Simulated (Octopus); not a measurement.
# W (Im-3m) in Octopus: a series of runs

Aim: see how the results for W move with the level of theory and the settings. Levels: PBE, PBE+D2, PBE+D3, PBE+D3(BJ), PBE+D3M(BJ), PBE+TS. Tasks: single point.

Program: Octopus 16.4. These are calculated values, not measurements. Logs are shortened: lines on timing, memory, paths and dates and some standing lists are left out, and cuts for length are marked.

### Step 1. The structure

Symmetry: Im-3m, No. 229, cubic system. Conventional cell: a = 3.165 Å, b = 3.165 Å, c = 3.165 Å, α = 90.00°, β = 90.00°, γ = 90.00°. Around W (site symmetry m-3m) lie 8 W at 2.74 Å.

### Step 2. Single point, PBE, 15.85 Å³/atom

Input file inp:

```
CalculationMode = gs
UnitsOutput = eV_Angstrom
PeriodicDimensions = 3
ExperimentalFeatures = yes
PseudopotentialSet = pseudodojo_pbe
%LatticeParameters
 1*angstrom | 1*angstrom | 1*angstrom
%
%LatticeVectors
 -1.582345 | 1.582345 | 1.582345
 1.582345 | -1.582345 | 1.582345
 1.582345 | 1.582345 | -1.582345
%
%ReducedCoordinates
 "W" | 0 | 0 | 0
%
%Spacing
 0.13703510*angstrom | 0.13703510*angstrom | 0.13703510*angstrom
%
DerivativesOrder = 8
%KPointsGrid
 12 | 12 | 12
%
KPointsUseSymmetries = yes
XCFunctional = gga_x_pbe + gga_c_pbe
SmearingFunction = fermi_dirac
Smearing = 0.05*eV
ExtraStates = 7
Eigensolver = chebyshev_filter
ConvRelDens = 1e-6
MaximumIter = 120
```

Potentials or basis: pseudodojo_pbe (PseudoDojo 0.5, PBE).

Run with:

```
OMP_NUM_THREADS=1 octopus > out.log
```

out.log:

```text
Running octopus

[... 13 lines left out ...]

Input: [AllElectronType = no]
Input: [PseudopotentialSet = pseudodojo_pbe]
Reading Coordinates from ReducedCoordinates block

****************************** Species *******************************
  Species 'W'
    type             : pseudopotential
    file             : 'W.upf'
    file format      : UPF2
    valence charge   : 14.0
    atomic number    :  74
    form on file     : kleinman-bylander
    lmax             : 3
    llocal           : -1
    projectors per l : 2
    total projectors : 8
    application form : kleinman-bylander
    orbitals         : 10
    bound orbitals   : 10

**********************************************************************

***************************** Symmetries *****************************
Space group No.  229
International: Im-3m
Schoenflies: Oh^9
Info: The system has    48 symmorphic symmetries that can be used.
  Index                Rotation matrix                      Fractional translations
    1 :     1   0   0     0   1   0     0   0   1      0.000000    0.000000    0.000000
    2 :    -1   0   0     0  -1   0     0   0  -1      0.000000    0.000000    0.000000
    3 :     0   0  -1     1   1   1     0  -1   0      0.000000    0.000000    0.000000
    4 :     0   0   1    -1  -1  -1     0   1   0      0.000000    0.000000    0.000000
    5 :     0   1   0     1   0   0    -1  -1  -1      0.000000    0.000000    0.000000
    6 :     0  -1   0    -1   0   0     1   1   1      0.000000    0.000000    0.000000
[... 40 lines left out ...]
   47 :     0   0  -1    -1   0   0     1   1   1      0.000000    0.000000    0.000000
   48 :     0   0   1     1   0   0    -1  -1  -1      0.000000    0.000000    0.000000
Info: The system also has     0 nonsymmorphic symmetries (not used for electrons).
**********************************************************************

Input: [CurvMethod = curv_affine]
Input: [DerivativesStencil = stencil_stargeneral]

****************************** Lattice *******************************
  Lattice Vectors [A]
   -1.582345    1.582345    1.582345
    1.582345   -1.582345    1.582345
    1.582345    1.582345   -1.582345
  Cell volume =            15.8476 [A^3]
  Reciprocal-Lattice Vectors [A^-1]
   -0.000000    1.985403    1.985403
    1.985403   -0.000000    1.985403
    1.985403    1.985403   -0.000000
  Cell angles [degree]
    alpha =  109.471
    beta  =  109.471
    gamma =  109.471
**********************************************************************

Checking if the generated full k-point grid is symmetric

    72 k-points generated from parameters :
 ---------------------------------------------------
    n =   12   12   12

    s1  =  0.00  0.00  0.00

   index |      weight  |             coordinates              |
       1 |     0.000579 |    0.000000    0.000000    0.000000  |
       2 |     0.006944 |    0.083333    0.000000    0.000000  |
       3 |     0.013889 |    0.083333    0.083333    0.000000  |
       4 |     0.004630 |    0.083333    0.083333    0.083333  |
       5 |     0.003472 |   -0.083333    0.083333    0.083333  |
       6 |     0.006944 |    0.166667    0.000000    0.000000  |
[... 64 lines left out ...]
      71 |     0.006944 |   -0.416667    0.500000    0.416667  |
      72 |     0.000579 |    0.500000    0.500000    0.500000  |

Input: [SmearingFunction = fermi_dirac]
Input: [SymmetrizeDensity = yes]

******************************* States *******************************
Total electronic charge  =       14.000
Number of states         =       14
States block-size        =        4
**********************************************************************
[... 42 lines left out ...]
Info: Pseudopotential for W
  Radii for localized parts:
    local part     =  1.4 A
    non-local part =  1.6 A
    orbitals       =  5.6 A

Input: [RelativisticCorrection = non_relativistic]
[... 11 lines left out ...]
      Block       2 contains       4 states:       5 -       8
      Block       3 contains       4 states:       9 -      12
      Block       4 contains       2 states:      13 -      14
Info: Ground-state allocation done.
Info: Could not find 'restart/gs' directory for restart.
[... 18 lines left out ...]
** Warning:
**   Cannot do LCAO for all states because there are not enough atomic orbitals.
**   Required: 14. Available: 10. 4 orbitals will be randomized.

Info: Unnormalized total charge =     14.002611
Info: Renormalized total charge =     14.000000
Info: Setting up Hamiltonian.
Info: Performing initial LCAO calculation with     10 orbitals.
Info: Getting Hamiltonian matrix elements.

Eigenvalues [eV]
 #st  Spin   Eigenvalue      Occupation
#k =       1, k = (  0.000000,  0.000000,  0.000000)
   1   --   -59.105964       2.000000
   2   --   -22.842080       2.000000
   3   --   -22.842080       2.000000
   4   --   -22.842074       2.000000
   5   --     4.286256       2.000000
   6   --    13.106246       2.000000
   7   --    13.106246       2.000000
   8   --    13.106508       2.000000
   9   --    16.752396       2.000000
  10   --    16.752396       2.000000
#k =       2, k = (  0.083333,  0.000000,  0.000000)
   1   --   -59.081776       2.000000
   2   --   -22.856635       2.000000
   3   --   -22.831893       2.000000
   4   --   -22.827798       2.000000
   5   --     4.618115       2.000000
   6   --    13.333490       2.000000
   7   --    13.576255       2.000000
   8   --    13.578057       2.000000
   9   --    17.066357       2.000000
  10   --    17.208381       2.000000
[... 70 further k-points ...]
Fermi energy =    22.292810 eV
Generating random wavefunctions for states       11 and above
Orthogonalizing wavefunctions.
Info: Ground-state restart information will be written to 'restart/gs'.
Info: SCF using complex wavefunctions.
Info: Starting SCF iteration.

** Warning:
**   Symmetrization discrepancy ratio (scalar) =  8.26723E-02

*********************** SCF CYCLE ITER #    1 ************************
 etot  = -2.04722169E+03 abs_ev   =  4.74E+01 rel_ev   =  2.43E-01
 ediff =        7.52E+01 abs_dens =  7.53E-01 rel_dens =  5.38E-02
Matrix vector products: 1800
Converged eigenvectors: 0

#  State  KPoint  Eigenvalue [eV]  Occupation    Error
      1       1      -59.108376    2.000000   ( 2.0E-06)
      1       2      -59.098909    2.000000   ( 7.6E-06)
      1       5      -59.089603    2.000000   ( 7.1E-06)
      1       3      -59.081208    2.000000   ( 1.3E-05)
      1       6      -59.072977    2.000000   ( 1.1E-05)
      1       9      -59.064114    2.000000   ( 7.2E-06)
      1       4      -59.058222    2.000000   ( 1.3E-05)
      1       7      -59.050441    2.000000   ( 2.5E-06)
[... 23 lines left out ...]
     14       3       40.616397    0.000000   ( 1.8E-01)
     14      45       40.952785    0.000000   ( 2.1E-01)
     14      61       41.133177    0.000000   ( 2.5E-01)
     14       2       41.407989    0.000000   ( 1.9E-01)
     14       5       41.491999    0.000000   ( 2.4E-01)
     14       1       42.868887    0.000000   ( 2.1E-01)
     14      55       44.105184    0.000000   ( 2.3E-01)
     14      60       44.788951    0.000000   ( 2.5E-01)

Density of states:

------------------------%---------------------------------------------
------------------------%---------------------------------------------
------------------------%---------------------------------------------
------------------------%---------------------------------------------
------------------------%---------------------------------------------
%-----------------------%----------------------%---%------------------
%----------------------%%----------------------%---%------------------
%----------------------%%--------------------%%%--%%------------------
%----------------------%%--------------------%%%%%%%%---%%%%%%--%-----
%----------------------%%-------------------%%%%%%%%%%%%%%%%%%%%%%----
                                                 ^

Fermi energy =    14.147695 eV

**********************************************************************

** Warning:
**   Symmetrization discrepancy ratio (scalar) =  8.23100E-02

*********************** SCF CYCLE ITER #    2 ************************
 etot  = -2.05481896E+03 abs_ev   =  5.07E+00 rel_ev   =  2.54E-02
 ediff =        2.79E-01 abs_dens =  7.10E-02 rel_dens =  5.07E-03
Matrix vector products: 1800
Converged eigenvectors: 0
[... 127 lines left out ...]
*********************** SCF CYCLE ITER #   13 ************************
 etot  = -2.06407860E+03 abs_ev   =  1.37E-05 rel_ev   =  6.69E-08
 ediff =        8.97E-07 abs_dens =  7.37E-07 rel_dens =  5.26E-08
Matrix vector products: 1800
Converged eigenvectors: 0

#  State  KPoint  Eigenvalue [eV]  Occupation    Error
      1       1      -60.388474    2.000000   ( 1.3E-07)
      1       2      -60.379562    2.000000   ( 1.3E-07)
      1       5      -60.370799    2.000000   ( 1.3E-07)
      1       3      -60.362901    2.000000   ( 1.4E-07)
      1       6      -60.355154    2.000000   ( 1.4E-07)
      1       9      -60.346801    2.000000   ( 1.3E-07)
      1       4      -60.341278    2.000000   ( 1.3E-07)
      1       7      -60.333947    2.000000   ( 1.4E-07)
[... 23 lines left out ...]
     14      32       36.815405    0.000000   ( 9.7E-02)
     14      34       36.968373    0.000000   ( 1.0E-01)
     14      72       37.011360    0.000000   ( 1.7E-02)
     14      36       37.047819    0.000000   ( 5.8E-02)
     14       3       38.408429    0.000000   ( 9.5E-02)
     14       2       38.588271    0.000000   ( 8.4E-02)
     14      45       39.187071    0.000000   ( 8.7E-02)
     14       1       40.591449    0.000000   ( 7.0E-02)

Density of states:

-------------------------%--------------------------------------------
-------------------------%--------------------------------------------
-------------------------%--------------------------------------------
------------------------%%--------------------------------------------
%-----------------------%%-----------------------%---%----------------
%-----------------------%%-----------------------%--%%----------------
%-----------------------%%---------------------%%%--%%----------------
%-----------------------%%---------------------%%%--%%------%%%--%----
%-----------------------%%---------------------%%%%%%%%--%%%%%%%%%%---
%-----------------------%%--------------------%%%%%%%%%%%%%%%%%%%%%---
                                                   ^

Fermi energy =    13.715081 eV

**********************************************************************

Info: SCF converged in   13 iterations

** Warning:
**   Some of the states are not fully converged!

Info: Number of matrix-vector products:      23400
Info: Finished writing information to 'restart/gs'.

Octopus emitted 16 warnings.
```

Wall time 2.9 min (1 thread of Intel Xeon 6975P-C (Granite Rapids), shared host); peak memory 0.69 GiB.

Results:

```yaml
Free_energy: -2064.0834 eV
Band_gap_on_the_k_mesh: none (metal or under the smearing width)
```

### Step 3. Single point, PBE+D2, 15.85 Å³/atom

Changes to inp since step 2:

```diff
@@ -25,2 +25,4 @@
 XCFunctional = gga_x_pbe + gga_c_pbe
+VDWCorrection = vdw_d2
+VDWD3Functional = "pbe"
 SmearingFunction = fermi_dirac
@@ -31 +33,6 @@
 MaximumIter = 120
+%Output
+ density | cube
+ elf | cube
+ potential | cube
+%
```

Potentials or basis: pseudodojo_pbe (PseudoDojo 0.5, PBE).

Run with:

```
OMP_NUM_THREADS=1 octopus > out.log
```

Run time: 3 min. Hardware: 1 thread of Intel Xeon 6975P-C (Granite Rapids), shared host; peak memory 0.7 GiB.

The run converged. Its results:

- Free energy: -2064.7181 eV
- Band gap on the k mesh: none (metal or under the smearing width)

Caveat: pairwise dispersion overbinds metals, which lowers pressure and volume.

### Step 4. Single point, PBE+D3, 15.85 Å³/atom

Changes to inp since step 3:

```diff
@@ -25,3 +25,3 @@
 XCFunctional = gga_x_pbe + gga_c_pbe
-VDWCorrection = vdw_d2
+VDWCorrection = vdw_d3_zero_damping
 VDWD3Functional = "pbe"
@@ -33,6 +33 @@
 MaximumIter = 120
-%Output
- density | cube
- elf | cube
- potential | cube
-%
```

Run with:

```
OMP_NUM_THREADS=1 octopus > out.log
```

Run time: 3.9 min. Hardware: 1 thread of Intel Xeon 6975P-C (Granite Rapids), shared host; peak memory 0.7 GiB.

It converged, with:

| Quantity | Value |
| --- | --- |
| Free energy | -2064.7031 eV |
| Band gap on the k mesh | none (metal or under the smearing width) |

Caveat: pairwise dispersion overbinds metals, which lowers pressure and volume.

### Step 5. Single point, PBE+D3(BJ), 15.85 Å³/atom

Changes to inp since step 4:

```diff
@@ -25,3 +25,3 @@
 XCFunctional = gga_x_pbe + gga_c_pbe
-VDWCorrection = vdw_d3_zero_damping
+VDWCorrection = vdw_d3_bj
 VDWD3Functional = "pbe"
```

Run with:

```
OMP_NUM_THREADS=1 octopus > out.log
```

Wall time 4.1 min (1 thread of Intel Xeon 6975P-C (Granite Rapids), shared host); peak memory 0.7 GiB.

The run converged. Its results:

```
Free energy            : -2064.7789 eV
Band gap on the k mesh : none (metal or under the smearing width)
```

Caveat: pairwise dispersion overbinds metals, which lowers pressure and volume.

### Step 6. Single point, PBE+D3M(BJ), 15.85 Å³/atom

Changes to inp since step 5:

```diff
@@ -25,3 +25,3 @@
 XCFunctional = gga_x_pbe + gga_c_pbe
-VDWCorrection = vdw_d3_bj
+VDWCorrection = vdw_d3m_bj
 VDWD3Functional = "pbe"
@@ -33 +33,6 @@
 MaximumIter = 120
+%Output
+ density | cube
+ elf | cube
+ potential | cube
+%
```

Potentials or basis: pseudodojo_pbe (PseudoDojo 0.5, PBE).

Run with:

```
OMP_NUM_THREADS=1 octopus > out.log
```

Wall time 2.7 min (1 thread of Intel Xeon 6975P-C (Granite Rapids), shared host); peak memory 0.7 GiB.

Results (log left out):

* Free energy: -2067.3195 eV
* Band gap on the k mesh: none (metal or under the smearing width)

Caveat: pairwise dispersion overbinds metals, which lowers pressure and volume.

### Step 7. Single point, PBE+TS, 15.85 Å³/atom

Changes to inp since step 6:

```diff
@@ -25,4 +25,3 @@
 XCFunctional = gga_x_pbe + gga_c_pbe
-VDWCorrection = vdw_d3m_bj
-VDWD3Functional = "pbe"
+VDWCorrection = vdw_ts
 SmearingFunction = fermi_dirac
@@ -33,6 +32 @@
 MaximumIter = 120
-%Output
- density | cube
- elf | cube
- potential | cube
-%
```

Run with:

```
OMP_NUM_THREADS=1 octopus > out.log
```

Wall time 2.7 min (1 thread of Intel Xeon 6975P-C (Granite Rapids), shared host); peak memory 0.69 GiB.

Results (log left out):

```
Free energy            : -2065.0900 eV
Band gap on the k mesh : none (metal or under the smearing width)
```

Caveat: the TS correction of this program wasn't checked against another; pairwise dispersion overbinds metals, which lowers pressure and volume.
